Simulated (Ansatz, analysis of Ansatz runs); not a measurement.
**CaSeO3 (P2_1/c), nudged elastic band: V_Ca hop (3.8 Å) (q = −2)**

How high is the barrier when Ca changes place in CaSeO3 (P2_1/c)? The case: V_Ca hop (3.8 Å), charge −2, in a cell of 40 host atoms with 1 Ca taken out.

Program: Ansatz 0.2.0. Level of theory: plane-wave PAW DFT, r2SCAN; nudged elastic band between two relaxed defect structures at fixed charge in a uniform background. Results are calculated unless marked as measured.

**1. Set-up**

The cell holds 39 atoms: 7 Ca, 8 Se and 24 O. Cell: a = 9.334 Å, b = 9.334 Å, c = 8.184 Å, α = 65.5°, β = 114.5°, γ = 86.6°. It derives from CaSeO3 (space group P2_1/c). Nearest the centre at fractional (0.439, 0.439, 0.750): O28 at 1.42 Å, O30 at 1.67 Å, Ca3 at 1.92 Å, O19 at 2.28 Å, Se15 at 2.75 Å, O20 at 2.89 Å, Se10 at 3.03 Å, O32 at 3.04 Å. The cell carries charge −2.

The cell's shortest repeat is 8.2 Å.

**2. Relaxation of the start point, charge −2**

The ends come first: from an unrelaxed start the top is counted from too high an energy, and the barrier comes out too low. Small random displacements break the symmetry of the ideal sites, so that the defect can distort if it gains by it. The charge of −2 is set by the electron count, and a uniform background keeps the cell neutral.

Contents of qm2.start/input.yaml:

```yaml
crystal:
  lattice:
    - [6.39837574, 6.79528022, -0.01026838]
    - [-6.39837574, 6.79528022, 0.01026838]
    - [-4.94075515, 0.0, 6.5249436]
  atoms:
    - { symbol: Ca, position: [0.3608041, 0.5109221, 0.12442367] }
    - { symbol: Ca, position: [0.8608041, 0.0109221, 0.12442367] }
    - { symbol: Ca, position: [0.2390779, 0.3891959, 0.62442367] }
    - { symbol: Ca, position: [0.7390779, 0.8891959, 0.62442367] }
    - { symbol: Ca, position: [0.2609221, 0.1108041, 0.37557633] }
    - { symbol: Ca, position: [0.7609221, 0.6108041, 0.37557633] }
    - { symbol: Ca, position: [0.1391959, 0.9890779, 0.87557633] }
    - { symbol: Se, position: [0.49135187, 0.84622359, 0.90235794] }
    - { symbol: Se, position: [0.99135187, 0.34622359, 0.90235794] }
    - { symbol: Se, position: [0.40377641, 0.75864813, 0.40235794] }
    - { symbol: Se, position: [0.90377641, 0.25864813, 0.40235794] }
    - { symbol: Se, position: [0.09622359, 0.74135187, 0.59764206] }
    - { symbol: Se, position: [0.59622359, 0.24135187, 0.59764206] }
    - { symbol: Se, position: [0.00864813, 0.65377641, 0.09764206] }
    - { symbol: Se, position: [0.50864813, 0.15377641, 0.09764206] }
    - { symbol: O, position: [0.0095043, 0.40659436, 0.68710342] }
    - { symbol: O, position: [0.5095043, 0.90659436, 0.68710342] }
    - { symbol: O, position: [0.15659436, 0.7595043, 0.81289658] }
    - { symbol: O, position: [0.65659436, 0.2595043, 0.81289658] }
    - { symbol: O, position: [0.38566368, 0.29972367, 0.48099385] }
    - { symbol: O, position: [0.88566368, 0.79972367, 0.48099385] }
    - { symbol: O, position: [0.34340564, 0.7404957, 0.18710342] }
    - { symbol: O, position: [0.84340564, 0.2404957, 0.18710342] }
    - { symbol: O, position: [0.11943843, 0.90852522, 0.43075267] }
    - { symbol: O, position: [0.61943843, 0.40852522, 0.43075267] }
    - { symbol: O, position: [0.4904957, 0.09340564, 0.31289658] }
    - { symbol: O, position: [0.9904957, 0.59340564, 0.31289658] }
    - { symbol: O, position: [0.38056157, 0.59147478, 0.56924733] }
    - { symbol: O, position: [0.88056157, 0.09147478, 0.56924733] }
    - { symbol: O, position: [0.45027633, 0.36433632, 0.98099385] }
    - { symbol: O, position: [0.95027633, 0.86433632, 0.98099385] }
    - { symbol: O, position: [0.34147478, 0.13056157, 0.93075267] }
    - { symbol: O, position: [0.84147478, 0.63056157, 0.93075267] }
    - { symbol: O, position: [0.11433632, 0.20027633, 0.51900615] }
    - { symbol: O, position: [0.61433632, 0.70027633, 0.51900615] }
    - { symbol: O, position: [0.04972367, 0.13566368, 0.01900615] }
    - { symbol: O, position: [0.54972367, 0.63566368, 0.01900615] }
    - { symbol: O, position: [0.15852522, 0.36943843, 0.06924733] }
    - { symbol: O, position: [0.65852522, 0.86943843, 0.06924733] }
total_charge: -2
basis:
  ecutwfc: 500
  xc_grid: 2
hamiltonian:
  xc: r2scan
kpoints:
  mp_grid: { grid: [1, 1, 1] }
scf:
  occupations: { method: fixed }
  max_iter: 80
output:
  forces: true
relax:
  f_tol: 0.02
  max_steps: 70
  random_displacement: { amplitude: 0.03, seed: 6799 }
```

The run is started by

```console
$ ansatz run input.yaml --threads 4 --pin off --max-ram 7536MiB --backend cpu --events-out ev --progress --plain --runs-dir out
```

Numbers of over 12 decimals in the logs are rounded to 6 here.

Log:

```text
[... repeated set-up lines and file paths are left out, and long positions are rounded to six places ...]
The last accepted step is kept in <dir> (removed where the run ends without a failure and the disk answers)
Engine: ansatz 0.2.0, aarch64-unknown-linux-gnu
Pseudopotentials: kind: paw
Pseudopotential: Ca, paw, valence charge 10, recommended cutoff 500 eV (meta_gga), Ca.paw.azcp
Pseudopotential: Se, paw, valence charge 16, recommended cutoff 500 eV (meta_gga), Se.paw.azcp
Pseudopotential: O, paw, valence charge 6, recommended cutoff 500 eV (meta_gga), O.paw.azcp
Functional definition: r2SCAN
  parameter k0 = 0.174
  parameter k1 = 0.065
  parameter a1 = 4.9479
  exchange = r2scan_x(k0 = k0, k1 = k1, a1 = a1)
  correlation = r2scan_c
Crystal: 39 atoms, lattice volume = 566.703 Å³
Basis set: ecut = 500 eV, 14363 PW (Γ), exchange–correlation on 144×144×120 points (8 copies of the dense FFT grid, shifted against one another)
Bands: 211, of which v1, the nominal top of the filled ones, is band 172 counted from 1 (171 counted from 0)
Symmetry: 1 space group operations
k-points: 1
Non-local potential: Ca, projectors of the file, l = 0: 3, l = 1: 2, l = 2: 2
Non-local potential: Se, projectors of the file, l = 0: 2, l = 1: 2, l = 2: 3, l = 3: 1
Non-local potential: O, projectors of the file, l = 0: 2, l = 1: 2, l = 2: 1
PAW form: soft (Blöchl's): semilocal exchange-correlation on the pseudo side does not see the compensation charge
PAW frozen core: Ca, regenerated for the run's functional (the file was generated under x = pbe(κ = 0.804, μ = 0.219515), c = pbe(β = 0.066725))
PAW frozen core: Se, regenerated for the run's functional (the file was generated under x = pbe(κ = 0.804, μ = 0.219515), c = pbe(β = 0.066725))
PAW frozen core: O, regenerated for the run's functional (the file was generated under x = pbe(κ = 0.804, μ = 0.219515), c = pbe(β = 0.066725))
PAW one-centre angular grid: Ca, 302 points (default); XC on 160 Gauss nodes
PAW one-centre angular grid: Se, 590 points (default); XC on 160 Gauss nodes
PAW one-centre angular grid: O, 302 points (default); XC on 160 Gauss nodes
Initial density: superposition of atomic densities (neutral atoms scaled as one to the charged cell's electrons: chi_scale 0, normalization atom), corrected by the library's trained network
Initial wavefunctions: pseudopotential atomic-orbital guess
Functional: x = r2scan, c = r2scan; τ floored in thin density (d = 2e-4 eV/Å³)
SCF iter   1: F=—  HF=-70219.170818 eV  |F-HF|=—  |Δ(HF+E_count)|=         —  Δρ=1.47e-2  dr2=1.35e0  dr2_τ=1.84e0  ethr=1.77e-3  ⟨swp⟩=5.0  Hψ=694  notcnv=0  defer=36
preconditioner: auto → Resta (q_TF=auto, 2.510 Å⁻¹)  ε∞=3.3  [insulator: Δε(μ)=4.603 eV  Ē_g=16.235 eV  n_scr=150 (ndim 8)  ℏωp=24.7 eV  f_vac=0.077  ε∞_Penn≈3.3]
SCF iter   2: F=—  HF=-70219.539938 eV  |F-HF|=—  |Δ(HF+E_count)|=   3.69e-1  Δρ=7.99e-3  dr2=3.26e-1  dr2_τ=1.14e-2  ethr=3.92e-4  ⟨swp⟩=3.0  Hψ=367  notcnv=0  defer=34
SCF iter   3: F=—  HF=-70219.422479 eV  |F-HF|=—  |Δ(HF+E_count)|=   1.17e-1  Δρ=3.73e-3  dr2=8.15e-2  dr2_τ=1.12e-2  ethr=9.48e-5  ⟨swp⟩=3.0  Hψ=316  notcnv=0  defer=37
SCF iter   4: F=—  HF=-70219.406512 eV  |F-HF|=—  |Δ(HF+E_count)|=   1.60e-2  Δρ=9.11e-4  dr2=4.25e-3  dr2_τ=4.74e-4  ethr=2.37e-5  ⟨swp⟩=3.0  Hψ=268  notcnv=0  defer=37
SCF iter   5: F=—  HF=-70219.407008 eV  |F-HF|=—  |Δ(HF+E_count)|=   4.96e-4  Δρ=3.26e-4  dr2=6.30e-4  dr2_τ=7.35e-5  ethr=1.24e-6  ⟨swp⟩=2.0  Hψ=300  notcnv=0  defer=37
SCF iter   6: F=—  HF=-70219.406973 eV  |F-HF|=—  |Δ(HF+E_count)|=   3.46e-5  Δρ=1.22e-4  dr2=9.60e-5  dr2_τ=9.49e-6  ethr=1.83e-7  ⟨swp⟩=2.0  Hψ=349  notcnv=0  defer=37
SCF iter   7: F=—  HF=-70219.406994 eV  |F-HF|=—  |Δ(HF+E_count)|=   2.07e-5  Δρ=5.89e-5  dr2=2.22e-5  dr2_τ=2.39e-6  ethr=2.79e-8  ⟨swp⟩=2.0  Hψ=297  notcnv=0  defer=37
SCF iter   8: F=-70219.406999 eV  HF=-70219.406999 eV  |F-HF|=1.54e-7  |Δ(HF+E_count)|=   4.92e-6  Δρ=2.22e-5  dr2=2.77e-6  dr2_τ=3.38e-7  ethr=2.91e-9  ⟨swp⟩=4.0  Hψ=632  notcnv=0
SCF 1 converged in 8 iterations: F = -70219.406999 eV  dr2 = 2.77e-6
  greatest PAW one-centre occupation: 1.000 electrons in one spin orbital (limit 2), on the Se atom at site 10 (counted from 0), in its partial waves of l = 2
relax step   1: F+E_penalty+E_count = -70219.40699857 eV  Δ(F+E_penalty+E_count) = +0.000e0 eV  max|allowed force component| = 2.319e0 eV/Å  Δτ_max = 0.0000 Å  (8 SCF iters, dr2 threshold 1.00e-5 eV, accepted)
[... the SCF cycles and remarks between the steps are left out from here to the last step ...]
relax step   2: F+E_penalty+E_count = -70220.24457662 eV  Δ(F+E_penalty+E_count) = -8.376e-1 eV  max|allowed force component| = 8.445e-1 eV/Å  Δτ_max = 0.1949 Å  (7 SCF iters, dr2 threshold 1.00e-4 eV, accepted)
relax step   3: F+E_penalty+E_count = -70220.35151256 eV  Δ(F+E_penalty+E_count) = -1.069e-1 eV  max|allowed force component| = 5.030e-1 eV/Å  Δτ_max = 0.2000 Å  (7 SCF iters, dr2 threshold 4.46e-5 eV, accepted)
relax step   4: F+E_penalty+E_count = -70220.41631307 eV  Δ(F+E_penalty+E_count) = -6.480e-2 eV  max|allowed force component| = 3.186e-1 eV/Å  Δτ_max = 0.1227 Å  (7 SCF iters, dr2 threshold 3.36e-5 eV, accepted)
relax step   5: F+E_penalty+E_count = -70220.38574030 eV  Δ(F+E_penalty+E_count) = +3.057e-2 eV  max|allowed force component| = 4.798e-1 eV/Å  Δτ_max = 0.2000 Å  (7 SCF iters, dr2 threshold 3.60e-5 eV, rejected (line search))
relax step   6: F+E_penalty+E_count = -70220.44833687 eV  Δ(F+E_penalty+E_count) = -3.202e-2 eV  max|allowed force component| = 2.449e-2 eV/Å  Δτ_max = 0.0844 Å  (9 SCF iters, accepted)
SCF iter   1: F=—  HF=-70220.445848 eV  |F-HF|=—  |Δ(HF+E_count)|=         —  Δρ=9.95e-4  dr2=2.14e-3  dr2_τ=3.11e-2  ethr=6.50e-6  ⟨swp⟩=3.0  Hψ=368  notcnv=0  defer=37
SCF iter   2: F=—  HF=-70220.448728 eV  |F-HF|=—  |Δ(HF+E_count)|=   2.88e-3  Δρ=5.23e-4  dr2=5.75e-4  dr2_τ=7.04e-5  ethr=6.22e-7  ⟨swp⟩=2.0  Hψ=364  notcnv=0  defer=37
SCF iter   3: F=—  HF=-70220.448792 eV  |F-HF|=—  |Δ(HF+E_count)|=   6.42e-5  Δρ=1.97e-4  dr2=1.37e-4  dr2_τ=2.28e-5  ethr=1.67e-7  ⟨swp⟩=2.0  Hψ=297  notcnv=0  defer=35
SCF iter   4: F=—  HF=-70220.448820 eV  |F-HF|=—  |Δ(HF+E_count)|=   2.74e-5  Δρ=4.44e-5  dr2=7.18e-6  dr2_τ=1.48e-6  ethr=3.99e-8  ⟨swp⟩=2.0  Hψ=297  notcnv=0  defer=32
SCF iter   5: F=—  HF=-70220.449084 eV  |F-HF|=—  |Δ(HF+E_count)|=   2.65e-4  Δρ=1.83e-5  dr2=1.31e-6  dr2_τ=1.92e-7  ethr=2.09e-9  ⟨swp⟩=2.0  Hψ=300  notcnv=0  defer=32
SCF iter   6: F=—  HF=-70220.449085 eV  |F-HF|=—  |Δ(HF+E_count)|=   6.69e-7  Δρ=8.25e-6  dr2=3.14e-7  dr2_τ=4.81e-8  ethr=3.81e-10  ⟨swp⟩=2.0  Hψ=304  notcnv=0  defer=32
SCF iter   7: F=-70220.449085 eV  HF=-70220.449085 eV  |F-HF|=8.28e-9  |Δ(HF+E_count)|=   3.94e-8  Δρ=2.26e-6  dr2=2.10e-8  dr2_τ=2.12e-9  ethr=2.91e-11  ⟨swp⟩=4.0  Hψ=639  notcnv=0
SCF 7 converged in 7 iterations: F = -70220.449085 eV  dr2 = 2.10e-8
relax step   7: F+E_penalty+E_count = -70220.44908486 eV  Δ(F+E_penalty+E_count) = -7.480e-4 eV  max|allowed force component| = 8.137e-3 eV/Å  Δτ_max = 0.0090 Å  (7 SCF iters, accepted)
SCF converged after 7 iterations
the last check of whether an eigenvalue changes by more than its tolerance under the output density was not made (final_scf_spared)
Free energy (F): -70220.449085 eV
Harris-Foulkes:  -70220.449085 eV  (|F-HF|=8.28e-9)
Internal energy: -70220.449085 eV  (E = F + TS)
E sigma→0 (E₀):  -70220.449085 eV
Fermi energy:    5.671901 eV
--- Per-component energies (eV) ---
  E_band       = -4940.403993
  E_kinetic    = 7147.723085
  E_local      = -36337.780852  (includes V_loc(G=0)·N_el)
  E_nonlocal   = -3112.886860
  E_hartree    = 15789.761132
  E_xc         = -3518.886949
  E_vxc        = -4775.604882  (∫ρ·V_xc dr)
  E_paw        = -25331.757539  (= ΣΔE_a)
  E_vpaw       = 261.116894  (= ΣTr[D̂ρ^β])
  E_aug_tail   = 0.022738  (compensation charges beyond the density's cutoff)
  E_vtau       = 297.485037  (kinetic-family band-sum trace: ∫τ·v_τ [+ j·A + Jᵃ·Aᵃ] dr)
  E_ewald      = -24840.214439
  E_core_change = -16.429401  (= ΣΔE_core)
  E_smearing   = -0.000000  (= −TS)
  E_closure    = -0.000000  (closes the sum)
  E_deformation_potential = -28.470662  (in the stress; not in F)
  Σ components = -70220.449085   (vs F -70220.449085, Δ=0.00e0)
--- Forces (eV/Å), atoms counted from 1 ---
  atom   1  Ca    -0.00813279    -0.00082663     0.00213369
  atom   2  Ca     0.00519657     0.00067361     0.00276164
  atom   3  Ca     0.00185557    -0.00133337     0.00399276
  atom   4  Ca    -0.00134836    -0.00654243    -0.00397973
  atom   5  Ca     0.00476518    -0.00000100    -0.00477015
  atom   6  Ca     0.00060831     0.00287590     0.00376558
  atom   7  Ca    -0.00148510     0.00311994     0.00270749
  atom   8  Se     0.00581048     0.00320349    -0.00175231
  atom   9  Se    -0.00719978     0.00200083    -0.00239642
  atom  10  Se    -0.00059403     0.00716096     0.00335678
  atom  11  Se     0.00500241    -0.00246155     0.00594085
  atom  12  Se     0.00015225     0.00048187     0.00343720
  atom  13  Se     0.00309168    -0.00351132     0.00361255
  atom  14  Se     0.00049474    -0.00171174    -0.00639780
  atom  15  Se     0.00282441    -0.00803976    -0.00141883
  atom  16  O      0.00290964    -0.00053345     0.00315023
  atom  17  O     -0.00258581    -0.00090837     0.00048254
  atom  18  O      0.00125145     0.00221630    -0.00239587
  atom  19  O     -0.00026169     0.00237649    -0.00400575
  atom  20  O     -0.00000542     0.00069939    -0.00076368
  atom  21  O     -0.00191034    -0.00069306    -0.00089201
  atom  22  O      0.00243491    -0.00600367    -0.00689850
  atom  23  O     -0.00589176     0.00260134    -0.00258527
  atom  24  O     -0.00246911     0.00192551     0.00052175
  atom  25  O      0.00015521     0.00524491     0.00117934
  atom  26  O     -0.00168814    -0.00179962     0.00468412
  atom  27  O      0.00222144    -0.00549370    -0.00107784
  atom  28  O      0.00195815    -0.00175267     0.00053651
  atom  29  O     -0.00323263     0.00725132    -0.00187028
  atom  30  O     -0.00207004     0.00127221    -0.00400980
  atom  31  O     -0.00389322     0.00266224    -0.00111388
  atom  32  O      0.00032142     0.00299069     0.00386574
  atom  33  O     -0.00022589     0.00528875     0.00470061
  atom  34  O     -0.00204348    -0.00711917    -0.00284588
  atom  35  O     -0.00046815     0.00016015     0.00387123
  atom  36  O      0.00414887    -0.00218571    -0.00031524
  atom  37  O     -0.00110058    -0.00065641     0.00163019
  atom  38  O      0.00080655     0.00042299    -0.00412031
  atom  39  O      0.00077486    -0.00235564    -0.00171931
  max |Σ_I F_I| component: 1.00e-3 eV/Å
--- Relaxed structure (7 steps of the walk, 6 accepted, 0 SCFs on fresh bases) ---
  F+E_penalty+E_count = -70220.44908486 eV   max|allowed force component| = 8.137e-3 eV/Å
  atoms:
    - { symbol: Ca, position: [0.359644, 0.516625, 0.127801] }
    - { symbol: Ca, position: [0.862336, 0.009005, 0.123022] }
    - { symbol: Ca, position: [0.243431, 0.391508, 0.628748] }
    - { symbol: Ca, position: [0.734001, 0.881322, 0.623033] }
    - { symbol: Ca, position: [0.257762, 0.110860, 0.376313] }
    - { symbol: Ca, position: [0.757507, 0.608844, 0.369478] }
    - { symbol: Ca, position: [0.140011, 0.994990, 0.876005] }
    - { symbol: Se, position: [0.491076, 0.851946, 0.907800] }
    - { symbol: Se, position: [0.982716, 0.350705, 0.905449] }
    - { symbol: Se, position: [0.404544, 0.756480, 0.402633] }
    - { symbol: Se, position: [0.905841, 0.251185, 0.402112] }
    - { symbol: Se, position: [0.099804, 0.737875, 0.599813] }
    - { symbol: Se, position: [0.596599, 0.232507, 0.593505] }
    - { symbol: Se, position: [0.016135, 0.655009, 0.100708] }
    - { symbol: Se, position: [0.502491, 0.167688, 0.093514] }
    - { symbol: O, position: [0.007767, 0.412649, 0.692945] }
    - { symbol: O, position: [0.512399, 0.910248, 0.693452] }
    - { symbol: O, position: [0.158440, 0.762203, 0.810694] }
    - { symbol: O, position: [0.663593, 0.238482, 0.813235] }
    - { symbol: O, position: [0.384475, 0.294659, 0.480404] }
    - { symbol: O, position: [0.889429, 0.797963, 0.480196] }
    - { symbol: O, position: [0.335527, 0.754850, 0.173614] }
    - { symbol: O, position: [0.869953, 0.211740, 0.210902] }
    - { symbol: O, position: [0.126741, 0.901210, 0.433132] }
    - { symbol: O, position: [0.617957, 0.404710, 0.427465] }
    - { symbol: O, position: [0.482942, 0.090202, 0.310191] }
    - { symbol: O, position: [0.989628, 0.589164, 0.312596] }
    - { symbol: O, position: [0.371811, 0.587141, 0.543926] }
    - { symbol: O, position: [0.879697, 0.088651, 0.575723] }
    - { symbol: O, position: [0.421250, 0.372190, 0.977475] }
    - { symbol: O, position: [0.960581, 0.866226, 0.992593] }
    - { symbol: O, position: [0.346549, 0.130526, 0.927174] }
    - { symbol: O, position: [0.855584, 0.636327, 0.926167] }
    - { symbol: O, position: [0.118576, 0.196170, 0.535335] }
    - { symbol: O, position: [0.611257, 0.713889, 0.489593] }
    - { symbol: O, position: [0.051236, 0.138902, 0.020242] }
    - { symbol: O, position: [0.546506, 0.644780, 0.035951] }
    - { symbol: O, position: [0.149015, 0.372831, 0.077578] }
    - { symbol: O, position: [0.659985, 0.876175, 0.073657] }
```

It took 32 s on 4 threads of Arm Neoverse V2, shared host; peak memory 0.91 GiB; 2 min of CPU time.

Step by step:

| step | energy less that of the first step (eV) | largest force component (eV/Å) |
| --- | --- | --- |
| 1 | 0.0000 | 2.3189 |
| 2 | -0.8376 | 0.8445 |
| 3 | -0.9445 | 0.5030 |
| 4 | -1.0093 | 0.3186 |
| 5 | -0.9787 | 0.4798 |
| 6 | -1.0413 | 0.0245 |
| 7 | -1.0421 | 0.0081 |

Relaxation step 5 was tried and not accepted.

The atoms that moved most (Å, from the sites as typed, ahead of the random displacement, the mean shift of all atoms taken out):

| atom | dx | dy | dz | length |
| --- | --- | --- | --- | --- |
| O23 | 0.238 | -0.015 | 0.151 | 0.282 |
| O30 | -0.217 | -0.144 | -0.026 | 0.262 |
| O28 | 0.098 | -0.089 | -0.168 | 0.214 |
| O35 | 0.040 | 0.071 | -0.195 | 0.211 |
| O19 | 0.179 | -0.096 | -0.001 | 0.203 |
| O37 | -0.161 | 0.040 | 0.107 | 0.198 |
| O33 | 0.077 | 0.135 | -0.033 | 0.159 |
| O38 | -0.122 | -0.042 | 0.051 | 0.139 |

The relaxed structure:

```xyz
39
Lattice="6.3984 6.7953 -0.0103 -6.3984 6.7953 0.0103 -4.9408 0.0000 6.5249" Properties=species:S:1:pos:R:3 pbc="T T T"
Ca   -1.6359    5.9545    0.8355
Ca    4.8521    5.9210    0.7939
Ca   -4.0539    4.3146    4.1041
Ca   -4.0209   10.9766    4.0668
Ca   -0.9193    2.5049    2.4539
Ca   -0.8743    9.2847    2.4093
Ca   -9.7986    7.7127    5.7247
Se   -6.7942    9.1262    5.9270
Se   -0.4298    9.0610    5.9015
Se   -4.2411    7.8895    2.6308
Se    2.2020    7.8623    2.6170
Se   -7.0462    5.6923    3.9203
Se   -0.6028    5.6340    3.8688
Se   -4.5853    4.5606    0.6637
Se    1.6802    4.5541    0.6067
O    -6.0143    2.8568    4.5256
O    -5.9718    9.6673    4.5288
O    -7.8685    6.2560    5.2959
O    -1.2980    6.1298    5.3020
O    -1.7989    4.6149    3.1337
O    -1.7873   11.4663    3.1323
O    -3.5408    7.4094    1.1371
O     3.1695    7.3504    1.3694
O    -7.0953    6.9852    2.8341
O    -0.7476    6.9493    2.7870
O     0.9803    3.8947    2.0199
O     1.0179   10.7283    2.0356
O    -4.0652    6.5163    3.5513
O     2.2169    6.5802    3.7484
O    -4.5156    5.3916    6.3775
O    -4.3004   12.4137    6.4756
O    -3.1987    3.2419    6.0475
O    -3.1731   10.1380    6.0409
O    -3.1414    2.1388    3.4938
O    -3.0756    9.0047    3.1956
O    -0.6609    1.2920    0.1330
O    -0.8064    8.0951    0.2356
O    -1.8154    3.5461    0.5085
O    -1.7472   10.4386    0.4828
```

Neighbours of Ca3 at the end:

| atom | distance (Å) |
| --- | --- |
| O28 | 2.270 |
| O32 | 2.379 |
| O34 | 2.437 |
| O20 | 2.473 |
| O27 | 2.478 |
| O16 | 2.479 |
| O30 | 2.558 |
| Se15 | 3.139 |

Numbers from this step:

| Property | Result |
| --- | --- |
| free energy | -70220.4491 eV |
| largest move from the ideal geometry of this structure, a common shift of the far atoms taken out | 0.2781 Å |

The relaxation gained 1.042 eV and ended with a largest force component of 0.0081 eV/Å.

(Continued in part 2 of 4.)

[Logs are printed without paths, hosts, clocks, repeated set-up lines and the standing remarks that a program may print on its own settings, such as how far it seeks lower states.]

[Hosts, paths, dates, database ids (printed as entryN), source tags and the programs' standing remarks are cut or masked in the printed files.]
